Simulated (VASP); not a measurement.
Runs of VASP 6.6.1 on TaN. The structure is hexagonal, space group P6_3/mmc (No. 194). Conventional cell: a = 2.922 Å, b = 2.922 Å, c = 5.917 Å, α = 90.00°, β = 90.00°, γ = 120.00°. Around Ta (site symmetry -3m) lie 6 N at 2.24 Å. Around N (site symmetry -6m2) lie 6 Ta at 2.24 Å. The cell comes from a database or a generator and needn't be the stable form of this composition.

| task | level | potentials or basis | spin | cell | k mesh | cutoff (eV) | target pressure | gap on the mesh (eV) | pressure (GPa) | relaxed volume (Å³/atom) |
| --- | --- | --- | --- | --- | --- | --- | --- | --- | --- | --- |
| relaxation of cell and atoms | LDA | VASP PAW LDA potentials, release 64 (Ta_pv, N) | off | relaxed to 2 GPa | 7 × 7 × 4 | 600 | 2 GPa | none | 2.3 | - |
| relaxation of cell and atoms | LDA | VASP PAW LDA potentials, release 64 (Ta_pv, N) | off | relaxed to 30 GPa | 7 × 7 × 4 | 600 | 30 GPa | none | 30.0 | - |
| relaxation of cell and atoms | LDA | VASP PAW LDA potentials, release 64 (Ta_pv, N) | off | relaxed to 10 GPa | 7 × 7 × 4 | 600 | 10 GPa | none | 10.1 | - |
| relaxation of cell and atoms | LDA | VASP PAW LDA potentials, release 64 (Ta_pv, N) | off | relaxed | 10 × 10 × 5 | 600 | - | none | 0.0 | (a) |
| relaxation of cell and atoms | PBEsol | VASP PAW PBE potentials, release 64 (Ta_pv, N) | off | relaxed | 10 × 10 × 5 | 600 | - | none | 0.0 | 10.62 |
| relaxation of cell and atoms | LDA | VASP PAW LDA potentials, release 64 (Ta_pv, N) | off | relaxed | 7 × 7 × 4 | 600 | - | none | 0.3 | 10.44 |
| band structure | PBE | VASP PAW PBE potentials, release 64 (Ta_pv, N) | off | as given | 10 × 10 × 5 | 520 | - | - | -0.4 | - |
| relaxation of cell and atoms | LDA | VASP PAW LDA potentials, release 64 (Ta_pv, N) | off | relaxed to 20 GPa | 7 × 7 × 4 | 600 | 20 GPa | none | 20.0 | - |
| relaxation of cell and atoms | LDA | VASP PAW LDA potentials, release 64 (Ta_pv, N) | off | relaxed to 5 GPa | 7 × 7 × 4 | 600 | 5 GPa | none | 5.2 | - |

Alike in all rows: smearing fermi-dirac 0.05 eV.

Problem. Estimate the missing entries.

Solution. (a) 10.45.

Caveats: the cell is relaxed towards a set pressure, so the enthalpy falls and the energy may rise (some runs); the PAW data sets were made with another functional, which shifts forces and pressure a little (some runs); spin-orbit coupling is left out, which moves the levels of the heavy elements (some runs).

A k mesh can miss the band edges, and the runs leave out spin-orbit coupling on Ta.

A gap of «none» marks a metal or a gap under the smearing width.
